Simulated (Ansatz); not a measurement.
**ZnSe (F-43m), two-dimensional strain map**

Theory: DFT PBE, scalar-relativistic, plane waves, PAW (Ansatz). Cutoff 420 eV, Γ-centred 8×8×8 k-points, Gaussian smearing of 0.05 eV. No spin polarisation. Energies are free energies at this smearing, counted from the undisturbed cell; pressure is positive in compression.

The undisturbed cell (relaxed at this level):

```
Zn Se
1.0
     0.00000    2.86592    2.86592
     2.86592    0.00000    2.86592
     2.86592    2.86592    0.00000
Zn Se
1 1
Cartesian
  0.0000 0.0000 0.0000
  4.2989 4.2989 4.2989
```

The cell is strained by p along both x and y and by q along z, fractional coordinates fixed. Points are written (p, q).

Energy above the undisturbed cell in meV/atom (a dash: not computed):

```
 p \ q  -0.080  -0.040  0.000  0.040  0.080
-0.080   324.5   217.5  143.8  100.2   83.4
-0.040   133.4       ?      ?   19.2   27.0
 0.000    40.3       ?    0.0    8.9   34.8
 0.040    21.8    16.0   26.4   51.7   90.6
 0.080    59.5    71.9   97.1      ?  181.9
```

(1) Fill in the withheld energies.

Answers

(1) (-0.040, -0.040): 70.0; (-0.040, 0.000): 32.7; (0.000, -0.040): 9.9; (0.080, 0.040): 134.1.